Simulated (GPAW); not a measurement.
TaN in GPAW: the effect of Hubbard term

The system is TaN.

```
CELL_PARAMETERS angstrom
2.92177 0.00000 0.00000
-1.46088 2.53033 0.00000
0.00000 0.00000 5.91652
ATOMIC_POSITIONS crystal
Ta 0.00000 0.00000 0.50000
Ta 0.00000 0.00000 0.00000
N 0.33333 0.66667 0.25000
N 0.66667 0.33333 0.75000
```

The cell comes from a database or a generator and needn't be the stable form of this composition.

Alike in all runs:

* Program: GPAW 26.7.0
* Task: single point
* Functional: PBEsol
* Potentials or basis: PAW data sets generated in the run's folder for this functional
* Cutoff: 800 eV
* Basis: pw
* k mesh: 7 × 7 × 4
* Occupations: fermi-dirac, width 0.05 eV
* Spin: no spin polarisation
* Maxiter: 150

```csv
Hubbard term,pressure (GPa)
none,-10.7
Ta d U = 2 eV,?
Ta d U = 3 eV,-2.9
Ta d U = 4 eV,0.1
Ta d U = 5 eV,3.1
Ta d U = 6 eV,6.4
Ta d U = 8 eV,13.5
```

Problem. What does the run with Hubbard term Ta d U = 2 eV give?

Solution. Pressure -5.6 GPa.

Worked out: A parabola through the other rows of the pressure, of slope 2.68 GPa per eV there, gives -5.7 GPa, against the run's -5.6.

Caveats: U without spin polarisation on a metal has little footing (some runs).
